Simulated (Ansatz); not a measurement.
# ZnS: the cost of one run

Computed with Ansatz 0.2.0 (DFT r²SCAN, scalar-relativistic, plane waves, PAW (the target; the first runs use scalar-relativistic PBE), unless a step's input says otherwise).

2 further runs of the same task are left out: 2 that didn't finish. Runs told in other sessions of the task aren't counted.

## (1) The starting structure

Symmetry: P6_3mc, No. 186, hexagonal system. Conventional cell: a = 3.824 Å, b = 3.824 Å, c = 6.255 Å, α = 90.00°, β = 90.00°, γ = 120.00°. Around Zn (site symmetry 3m) lie 4 S at 2.32 to 2.41 Å. S (site symmetry 3m) is surrounded by 4 Zn at 2.32 to 2.41 Å.

Structure file:

```xyz
4
Lattice="3.8237 0.0000 0.0000 -1.9118 3.3114 0.0000 0.0000 0.0000 6.2547" Properties=species:S:1:pos:R:3 pbc="T T T"
Zn    0.0000    2.2076    0.0000
Zn    1.9118    1.1038    3.1274
S     0.0000    2.2076    2.4081
S     1.9118    1.1038    5.5354
```

## (2) Relaxing cell and atoms (PBE, 6×6×4 mesh)

Contents of input.yaml:

```yaml
crystal:
  lattice:
    - [3.8236600001, 0.0, 0.0]
    - [-1.9118300001, 3.3113866955, 0.0]
    - [0.0, 0.0, 6.2547111156]
  atoms:
    - { symbol: Zn, position: [0.3333333333, 0.6666666667, 0.0] }
    - { symbol: Zn, position: [0.6666666667, 0.3333333333, 0.5] }
    - { symbol: S, position: [0.3333333333, 0.6666666667, 0.385] }
    - { symbol: S, position: [0.6666666667, 0.3333333333, 0.885] }
basis:
  ecutwfc: 420
  ecutrho_ratio: 4
kpoints:
  mp_grid: { grid: [6, 6, 4] }
hamiltonian:
  xc: pbe
scf:
  occupations: { method: gaussian, width: 0.05 }
output:
  forces: true
  stress: true
  eigenvalues: true
relax:
  f_tol: 0.03
  max_steps: 60
  cell: { stress_tol: 0.3 }
```

Launch:

```console
$ ansatz run input.yaml --threads 4 --pin off --max-ram 7168MiB --backend cpu --events-out ev --progress --plain --runs-dir out
```

**Question.** How long does this run take on 4 threads of Arm Neoverse V2, shared host, and how much memory does it need?

About 3.9 s, with a peak of 0.36 GiB.
